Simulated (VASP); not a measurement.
# Hf (Im-3m) in VASP: relaxation of the atoms with r2SCAN

Aim: the relaxation of the atoms of Hf with r2SCAN.

All numbers are computed with VASP 6.6.1; they aren't measurements. Logs are shortened: lines on timing, memory, paths and dates and some standing lists are left out, and cuts for length are marked.

### 1 The undisturbed crystal

Symmetry: Im-3m, No. 229, cubic system. The conventional cell has a = 3.610 Å, b = 3.610 Å, c = 3.610 Å, α = 90.00°, β = 90.00°, γ = 90.00°. Hf (site symmetry m-3m) is surrounded by 8 Hf at 3.13 Å.

This isn't the form of Hf at room conditions, which is hcp.

### 2 Relaxation of the atoms, r2SCAN (cell strained at random at fixed volume)

run.py

```python
from ase.calculators.vasp import Vasp
from ase.io import read
from ase.optimize import BFGS

atoms = read('POSCAR')
calc = Vasp(
    directory='calc',
    xc='r2scan',
    pp='PBE',
    setups='recommended',
    prec='Accurate',
    encut=520,
    ediff=1e-06,
    ismear=1,
    sigma=0.1,
    lreal=False,
    lasph=True,
    nelm=80,
    algo='Normal',
    isif=2,
    lwave=True,
    lcharg=False,
    lmixtau=True,
    kpts=[7, 7, 7],
    gamma=True,
)
atoms.calc = calc
opt = BFGS(atoms, trajectory='relax.traj')
converged = opt.run(fmax=0.005, steps=40)
print('converged:', converged)

print('energy (eV):', atoms.get_potential_energy())
print('free energy (eV):', atoms.get_potential_energy(force_consistent=True))
print('forces (eV/A):')
print(atoms.get_forces())
print('stress (eV/A^3, Voigt):', atoms.get_stress())
print('Fermi level (eV):', calc.get_fermi_level())
print('cell (A, degrees):', atoms.cell.cellpar())
print('volume (A^3):', atoms.get_volume())
print('scaled positions:')
print(atoms.get_scaled_positions())
```

POSCAR

```
Hf
1.0
   -1.8353540000      1.7611320000      1.8482070000
    1.7775750000     -1.7330250000      1.7623220000
    1.8930700000      1.7907410000     -1.8201010000
Hf
1
Direct
    0.0029730000     -0.0062910000      0.0323650000
```

Potentials or basis: VASP PAW PBE potentials, release 64 (Hf_pv).

On the command line:

```sh
python run.py
```

The program printed:

```text
Step     Time          Energy          fmax
BFGS:    0 --:--:--      -44.908370        0.000000
converged: True
energy (eV): -44.90840713
free energy (eV): -44.90837024
forces (eV/A):
[[0. 0. 0.]]
stress (eV/A^3, Voigt): [ 0.03218878  0.03605007  0.02997058  0.00556011 -0.01218127  0.01387443]
Fermi level (eV): 4.1410186
cell (A, degrees): [  3.14419773   3.04449131   3.17855864 107.72344746 111.63455072
 108.62650657]
volume (A^3): 23.522947568974597
scaled positions:
[[0.002973 0.993709 0.032365]]
```

OUTCAR:

```text
ENCUT = 520.000000
   EDIFF = 1.00e-06
   METAGGA = R2SCAN
   PREC = Accurate
   ISIF = 2
   ISMEAR = 1
   NELM = 80
   LASPH = .TRUE.
   LREAL = .FALSE.

 ion  position               nearest neighbor table
   1  0.003  0.994  0.032-

  LATTYP: Found a triclinic cell.
 ALAT       =     3.5524530809
 B/A-ratio  =     1.4148906660
 C/A-ratio  =     0.8849057318
 COS(alpha) =     0.0131064512
 COS(beta)  =     0.5924870232
 COS(gamma) =     0.6956809505

  Lattice vectors:

 A1 = (  -0.0577160000,  -3.5518730000,  -0.0281060000)
 A2 = (  -0.1154950000,  -3.5237660000,   3.5824230000)
 A3 = (  -1.8352910000,  -1.8188480000,  -1.7904280000)

Analysis of symmetry for initial positions (statically):
=====================================================================
 Subroutine PRICEL returns:
 Original cell was already a primitive cell.

 Routine SETGRP: Setting up the symmetry group for a
 triclinic supercell.

 Subroutine GETGRP returns: Found  2 space group operations
 (whereof  1 operations were pure point group operations)
 out of a pool of  2 trial point group operations.

The static configuration has the point symmetry C_1 .
 The point group associated with its full space group is S_2 .

Analysis of symmetry for dynamics (positions and initial velocities):
=====================================================================
 Subroutine PRICEL returns:
 Original cell was already a primitive cell.

 Routine SETGRP: Setting up the symmetry group for a
 triclinic supercell.

 Subroutine GETGRP returns: Found  2 space group operations
 (whereof  1 operations were pure point group operations)
 out of a pool of  2 trial point group operations.

The dynamic configuration has the point symmetry C_1 .
 The point group associated with its full space group is S_2 .

 Subroutine INISYM returns: Found  2 space group operations
 (whereof  1 operations are pure point group operations),
 and found     1 'primitive' translations

----------------------------------------------------------------------------------------

                                     Primitive cell

  volume of cell :      23.5229

  direct lattice vectors                    reciprocal lattice vectors
    -1.835354000  1.761132000  1.848207000    -0.000067242  0.279368260  0.274791841
     1.777575000 -1.733025000  1.762322000     0.276967763 -0.006727710  0.281452390
     1.893070000  1.790741000 -1.820101000     0.268107157  0.277168126  0.002132817

  length of vectors
     3.144197726  3.044491314  3.178558636     0.391863733  0.394932718  0.385626979

  position of ions in fractional coordinates (direct lattice)
     0.002973000  0.993709000  0.032365000

  ion indices of the primitive-cell ions
   primitive index   ion index
                 1           1

----------------------------------------------------------------------------------------

 KPOINTS: KPOINTS created by Atomic Simulation Env

Automatic generation of k-mesh.
 Grid dimensions read from file:
 generate k-points for:    7    7    7

 Generating k-lattice:

  Cartesian coordinates                     Fractional coordinates (reciprocal lattice)
    -0.000009606  0.039909751  0.039255977     0.142857143 -0.000000000  0.000000000
     0.039566823 -0.000961101  0.040207484     0.000000000  0.142857143 -0.000000000
     0.038301022  0.039595447  0.000304688    -0.000000000 -0.000000000  0.142857143

  Length of vectors
     0.055980533  0.056418960  0.055089568

  Shift w.r.t. Gamma in fractional coordinates (k-lattice)
     0.000000000  0.000000000  0.000000000

 Subroutine IBZKPT returns following result:
 ===========================================

 Found    172 irreducible k-points:

 Following reciprocal coordinates:
            Coordinates               Weight
  0.000000  0.000000  0.000000      1.000000
  0.142857  0.000000  0.000000      2.000000
  0.285714  0.000000 -0.000000      2.000000
  0.428571  0.000000  0.000000      2.000000
  0.000000  0.142857 -0.000000      2.000000
  0.142857  0.142857  0.000000      2.000000
[... 16 lines left out ...]
 -0.428571  0.428571 -0.000000      2.000000
 -0.285714  0.428571 -0.000000      2.000000
 [... further k-points ...]
   k-points           NKPTS =    172   k-points in BZ     NKDIM =    172   number of bands    NBANDS=      9
   number of dos      NEDOS =    301   number of ions     NIONS =      1
   total plane-waves  NPLWV =  13824
   dimension x,y,z NGX =    24 NGY =   24 NGZ =   24
   dimension x,y,z NGXF=    48 NGYF=   48 NGZF=   48
   ions per type =               1
   NGX,Y,Z   is equivalent  to a cutoff of  12.69, 13.11, 12.55 a.u.
   NGXF,Y,Z  is equivalent  to a cutoff of  25.38, 26.21, 25.11 a.u.
 SYSTEM =  unknown system
   PREC   = accura    normal or accurate (medium, high low for compatibility)
   ISTART =      0    job   : 0-new  1-cont  2-samecut
   ICHARG =      2    charge: 1-file 2-atom 10-const
   ISPIN  =      1    spin polarized calculation?
   LNONCOLLINEAR =      F non collinear calculations
   LSORBIT =      F    spin-orbit coupling
   LASPH  =      T    aspherical Exc in radial PAW
   ENCUT  =  520.0 eV  38.22 Ry    6.18 a.u.   5.85  5.66  5.91*2*pi/ulx,y,z
   NELM   =     80;   NELMIN=  2; NELMDL= -5     # of ELM steps
   EDIFF  = 0.1E-05   stopping-criterion for ELM
   LREAL  =      F    real-space projection
   EDIFFG = 0.1E-04   stopping-criterion for IOM
   NSW    =      0    number of steps for IOM
   IBRION =     -1    ionic relax: 0-MD 1-quasi-New 2-CG
   NFREE  =      0    steps in history (QN), initial steepest desc. (CG)
   ISIF   =      2    stress and relaxation
   ISYM   =      2    0-nonsym 1-usesym 2-fastsym
   POTIM  = 0.5000    time-step for ionic-motion
   TEBEG  =    0.0;   TEEND  =   0.0 temperature during run
   PSTRESS=    0.0 pullay stress
   NELECT =      10.0000    total number of electrons
   NUPDOWN=      -1.0000    fix difference up-down
   EMIN   =  10.00;   EMAX   =-10.00  energy-range for DOS
   EFERMI =   0.00;   METHOD = LEGACY
   ISMEAR =     1;   SIGMA  =   0.10  broadening in eV -4-tet -1-fermi 0-gaus
   EFERMI_NEDOS =   21; number of points for ismear=-14 and -15
   IALGO  =     38    algorithm
   IMIX   =      4    mixing-type and parameters
     AMIX     =   0.40;   BMIX     =  1.00
     AMIX_MAG =   1.60;   BMIX_MAG =  1.00
  volume/ion in A,a.u.               =      23.52       158.74
  Fermi-wavevector in a.u.,A,eV,Ry     =   1.230961  2.326179 20.616428  1.515265
  Thomas-Fermi vector in A             =   2.365789
   LORBIT       =      0    0 simple, 1 ext, 2 COOP (PROOUT), +10 PAW based schemes
   METAGGA = R2SCAN    functional components
   LHFCALC =     F    Hartree Fock is set to
   AEXX    =    0.0000 exact exchange contribution
   IVDW    =     0    specifies the selected vdW correction
   LEPSILON=     F    determine dielectric tensor
   LRPA    =     F    only Hartree local field effects (RPA)
 non-spin polarized calculation
 Methfessel and Paxton  Order N= 1 SIGMA  =   0.10
  energy-cutoff  :      520.00
  volume of cell :       23.52
 maximum number of plane-waves:       647
   NGX = 11   NGY = 11   NGZ = 11

 number of electron      10.0000000 magnetization

 Free energy of the ion-electron system (eV)
  ---------------------------------------------------
  ext. energy  EPLUGINS =         0.00000000
  ---------------------------------------------------
  free energy    TOTEN  =       -44.90837024 eV

  energy without entropy =      -44.90848093  energy(sigma->0) =      -44.90840713

 E-fermi :   4.1410     XC(G=0): -11.9183

 val. band max:        4.1341291910   @ k =   0.2857   0.1429  -0.0000
 cond. band min:       4.1466125803   @ k =  -0.4286   0.0000   0.1429
 fundamental gap:      0.0124833893
 Fermi energy:         4.1410186045

 k-point     1 :       0.0000    0.0000    0.0000
  band No.  band energies     occupation
      1     -27.1107      2.00000
      2     -27.0920      2.00000
      3     -27.0307      2.00000
      4      -3.0958      2.00000
      5       5.4361     -0.00000
      6       5.8344     -0.00000
      7       6.1936      0.00000
      8       8.3590      0.00000
      9       8.7679      0.00000
[... 265 lines left out ...]
 k-point    24 :      -0.2857    0.4286   -0.0000
  band No.  band energies     occupation
      1     -27.7024      2.00000
      2     -27.2958      2.00000
      3     -27.1417      2.00000
      4       0.8036      2.00000
      5       3.8781      2.00128
      6       4.3379     -0.01765
      7       7.9345      0.00000
      8       8.7976      0.00000
      9      10.5620      0.00000

 [... further k-points ...]
[... 5 lines left out ...]
  --------------------------------------------------------------------------------------
  -------------------------------------------------------------------------------------
  Total       -0.7571746     -0.8480036     -0.7049960     -0.3263682     -0.1307896      0.2865392
  in kB      -51.5721082    -57.7585868    -48.0181602    -22.2293437     -8.9082412     19.5165440
  external PRESSURE =     -52.4496184 kB  Pullay stress =       0.0000000 kB

 VOLUME and BASIS-vectors are now :
 -----------------------------------------------------------------------------
  energy-cutoff  :      520.00
  volume of cell :       23.52
      direct lattice vectors                 reciprocal lattice vectors
    -1.835354000  1.761132000  1.848207000    -0.000067242  0.279368260  0.274791841
     1.777575000 -1.733025000  1.762322000     0.276967763 -0.006727710  0.281452390
     1.893070000  1.790741000 -1.820101000     0.268107157  0.277168126  0.002132817

 POSITION                                       TOTAL-FORCE (eV/Angst)
 -----------------------------------------------------------------------------------
      1.82220     -1.65893      1.69782         0.000000      0.000000      0.000000
 -----------------------------------------------------------------------------------
    total drift:                               -0.000002      0.000003      0.000002

  FREE ENERGIE OF THE ION-ELECTRON SYSTEM (eV)
  ---------------------------------------------------
  free  energy   TOTEN  =       -44.9083702376 eV

  energy  without entropy=      -44.9084809262  energy(sigma->0) =      -44.90840713
```

INCAR:

```text
ENCUT = 520.000000
SIGMA = 0.100000
EDIFF = 1.00e-06
ALGO = Normal
METAGGA = R2SCAN
PREC = Accurate
ISIF = 2
ISMEAR = 1
NELM = 80
LASPH = .TRUE.
LCHARG = .FALSE.
LWAVE = .TRUE.
LMIXTAU = .TRUE.
LREAL = .FALSE.
```

It took 3.4 min on 1 thread of AMD EPYC 7R43 (Zen 3), shared host; peak memory 0.13 GiB.

Results:

- Free energy: -44.9084 eV
- Pressure after relaxing: -5.2 GPa
- Band gap on the k mesh: none (metal or under the smearing width)

Final structure:
```yaml
crystal:
  lattice:
    - [-1.83535, 1.76113, 1.84821]
    - [1.77757, -1.73303, 1.76232]
    - [1.89307, 1.79074, -1.82010]
  atoms:
    - { symbol: Hf, position: [0.00297, 0.99371, 0.03237] }
```

Caveat: the relaxation stopped at its first step, so nothing moved; the PAW data sets were made with another functional, which shifts forces and pressure a little.

### 3 For comparison

An earlier run on the cell as given: functional PBE; potentials or basis VASP PAW PBE potentials, release 64 (Hf_pv); cutoff 520 eV; k mesh 10 × 10 × 10; occupations fermi-dirac, width 0.05 eV; no spin polarisation.

- Pressure: -5.3 GPa
- Band gap on the k mesh: none (metal or under the smearing width)
